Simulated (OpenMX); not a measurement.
Runs of OpenMX 3.8.5 on BaTiO3. It takes space group P4mm (No. 99, tetragonal). Conventional cell: a = 4.000 Å, b = 4.000 Å, c = 4.018 Å, α = 90.00°, β = 90.00°, γ = 90.00°. Ba (site symmetry 4mm) is surrounded by 12 O at 2.79 to 2.88 Å. Around Ti (site symmetry 4mm) lie 6 O at 1.89 to 2.13 Å. Around O (site symmetry 2mm) lie 2 Ti at 2.00 Å. O (site symmetry 4mm) is surrounded by 2 Ti at 1.89 to 2.13 Å. 

```tsv
level	potentials or basis	spin	SCF threshold	max SCF cycles	gap on the mesh (eV)	pressure (GPa)	moment (μB)	largest force (eV/Å)
LDA	OpenMX 2013 LDA set, Ba10.0-s3p2d2, Ti7.0-s3p2d2, O6.0-s2p2d1, grid cutoff 400 Ry	off	1e-08 Ha	100	(a)	-6.5	-	0.50
PBE	OpenMX 2013 PBE set, Ba10.0-s3p2d2, Ti7.0-s3p2d2, O6.0-s2p2d1, grid cutoff 400 Ry	non-collinear, zero start, SOC	1e-07 Ha	160	1.55	-	0.00	0.45
PBE	OpenMX 2013 PBE set, Ba10.0-s3p2d2, Ti7.0-s3p2d2, O6.0-s2p2d1, grid cutoff 400 Ry	non-collinear, zero start	1e-07 Ha	160	1.55	-	0.00	0.45
PBE	OpenMX 2013 PBE set, Ba10.0-s3p2d2, Ti7.0-s3p2d2, O6.0-s2p2d1, grid cutoff 400 Ry	off	1e-08 Ha	100	1.55	3.9	-	0.45
```

Alike in all rows: task band structure; cell as given; k mesh 5 × 5 × 5; smearing fermi-dirac 0.05 eV.

Task: Estimate the missing entries.

Result: (a) 1.48.

Caveats: the mesh misses the band edges, which the band path finds closer together; the basis of atomic orbitals isn't converged, which shifts pressures, moduli and gaps; spin-orbit coupling is left out, which moves the levels of the heavy elements (some runs); total energies with and without spin-orbit coupling shouldn't be compared in this program (some runs).

A k mesh can miss the band edges, and rows without SOC leave out spin-orbit coupling on Ba.
